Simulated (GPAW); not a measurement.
Wanted: an ASE script for a GPAW 26.7.0 run.

```
Task                : band structure
Functional          : PBE
Potentials or basis : GPAW PAW data sets (gpaw-data 1.2.1)
Cutoff              : 600 eV
Basis               : pw
k mesh              : 11 × 11 × 11
Occupations         : fermi-dirac, width 0.05 eV
Spin                : no spin polarisation
Maxiter             : 150
Band path           : GXWKGLUWLK,UX
Band points         : 80
```

The structure of Al lies in Al.xyz:

```xyz
1
Lattice="0.0000000000 2.0248050000 2.0248050000 2.0248050000 0.0000000000 2.0248050000 2.0248050000 2.0248050000 0.0000000000" Properties=species:S:1:pos:R:3 pbc="T T T"
Al     0.0000000000      0.0000000000      0.0000000000
```

One way to write it, as run:

run.py

```python
from ase.dft.bandgap import bandgap
from ase.io import read, write
from ase.units import GPa
from gpaw import GPAW, PW

atoms = read('Al.xyz')

calc = GPAW(mode=PW(600),
            xc='PBE',
            kpts={'size': (11, 11, 11), 'gamma': True},
            occupations={'name': 'fermi-dirac', 'width': 0.05},
            nbands=7,
            convergence={'density': 1e-05, 'energy': 1e-05},
            maxiter=150,
            txt='gpaw.txt')
atoms.calc = calc
energy = atoms.get_potential_energy()
forces = atoms.get_forces()
stress = atoms.get_stress()
calc.write('gs.gpw')
write('result.traj', atoms)
print(f'Energy: {energy:.6f} eV')
print('Forces (eV/A):')
print(forces.round(4))
print('Stress (GPa):', (stress / GPa).round(3))
print('Fermi level:', round(calc.get_fermi_level(), 4), 'eV')
print(f'Gap: {bandgap(calc)[0]:.4f} eV, direct: {bandgap(calc, direct=True)[0]:.4f} eV')

path = atoms.cell.bandpath('GXWKGLUWLK,UX', npoints=80, eps=1e-4)
bs_calc = calc.fixed_density(kpts=path, symmetry='off', nbands=13,
                             convergence={'bands': 'CBM+6.0', 'eigenstates': 1e-6}, txt='bands.txt')
bs = bs_calc.band_structure()
bs.write('bs.json')
print(f'Gap on the path: {bandgap(bs_calc)[0]:.4f} eV')
```

Potentials or basis: GPAW PAW data sets (gpaw-data 1.2.1), pw.

Run with:

```bash
$ OMP_NUM_THREADS=1 python run.py
```

It gave:

```json
{"Pressure": "-0.3 GPa", "Band gap along the path": "none (metal or under the smearing width)"}
```

It took 9.4 s on 1 thread of Arm Neoverse V2, on a shared host, peak memory 0.15 GiB.
